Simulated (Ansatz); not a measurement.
A series in volume scale on ZrS₂

Results calculated with Ansatz 0.2.0, not measured. Free energy against uniform scaling of the volume at fixed shape and fractions; periodic cell, basis, potentials, k mesh and filling as listed.

The cell before it is scaled or strained (space group P-3m1, No. 164):
```
cell vectors (Å)
   3.6914     0.0000     0.0000
  -1.8457     3.1968     0.0000
   0.0000     0.0000     6.0411
atoms (fractions of the cell vectors)
Zr  0.00000  0.00000  0.00000
S   0.66667  0.33333  0.76209
S   0.33333  0.66667  0.23791
```

Settings of every row: functional LDA; dispersion none; potentials all-electron LAPW; k mesh 6x6x4; k shift 0x0x0; occupations cold; smearing width 0.01 eV; spin none; basis error target 0.001 eV/atom.

Limits: a layered crystal: even scaling strains the bonds within the layers, so this curve is stiffer than the crystal under pressure; the cell comes from a prototype or a list of computed structures and needn't be the stable phase.

```csv
row,volume scale,V (Å³/atom),energy above lowest point (meV/atom)
1,0.94,22.337,0
2,0.97,23.05,1.6
3,1,23.763,15.8
4,1.03,24.476,?
5,1.06,25.189,75
```

Question: what energy above lowest point should row 4 give?

Worked fit of energy above lowest point. Take u = (V_r/V)^(2/3) − 1 with V_r = 23.407 Å³ an atom, which is twice the finite (Eulerian) strain; such expansions in the strain, on which the Birch-Murnaghan equation of state is built, carry the rest volume and the bulk modulus. The shown rows have u = 0.03169, 0.0103, -0.01001, -0.04774. Least squares give energy above lowest point = 7.26 − 703.7 × u + 14982 × u² meV/atom; a straight line predicts inner rows, each left out in turn, worse (root mean square 15 against 0.0054 meV/atom). All shown rows lie on it to the printed digit. Its lowest point lies at u = 0.0235, or V = 22.61 Å³ an atom, and the curvature there gives the bulk modulus at fixed shape and fractions, B = (4/9)(1 + u)² E″(u)/V = 98.9 GPa. Letting shape and atoms relax would as a rule lower it, by much in layered, chain or molecular crystals. The withheld row has u = -0.02933, so the fit gives 7.26 − 703.7 × (-0.02933) + 14982 × (-0.02933)² = 40.8 meV/atom.

The calculation gave 40.8 meV/atom. The fit meets it to the printed digit.
